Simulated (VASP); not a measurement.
The system is GaAs.

```
CELL_PARAMETERS angstrom
0.00000 2.87509 2.87509
2.87509 0.00000 2.87509
2.87509 2.87509 0.00000
ATOMIC_POSITIONS crystal
Ga 0.00000 0.00000 0.00000
As 0.75000 0.75000 0.75000
```

The cell is a database's computed one.

* Program: VASP 6.6.1
* Task: relaxation of cell and atoms
* Functional: r2SCAN
* Potentials or basis: VASP PAW PBE potentials, release 64 (Ga_d, As)
* Cutoff: 600 eV
* k mesh: 8 × 8 × 8
* Occupations: gaussian, width 0.02 eV
* Spin: no spin polarisation

At the start: pressure -2.8 GPa; volume 23.77 Å³/atom.

Question: How do energy, volume and symmetry change on relaxing?

Answer: Over 3 steps the energy falls by 9.4 meV/atom and the volume is 22.75 Å³/atom (-4.3 %); space group F-43m (No. 216, to 0.05 Å).

Step by step:
```tsv
step	energy change (eV)	largest force (eV/Å)	pressure (GPa)	volume (Å³)
1	0.0000	0.0000	-2.85	47.53
2	-0.0153	0.0000	1.39	44.68
3	-0.0188	0.0000	-0.05	45.51
```

Final structure:
```
CELL_PARAMETERS angstrom
0.00000 2.83364 2.83364
2.83364 0.00000 2.83364
2.83364 2.83364 0.00000
ATOMIC_POSITIONS crystal
Ga 0.00000 0.00000 0.00000
As 0.75000 0.75000 0.75000
```

Caveat: the PAW data sets were made with another functional, which shifts forces and pressure a little.
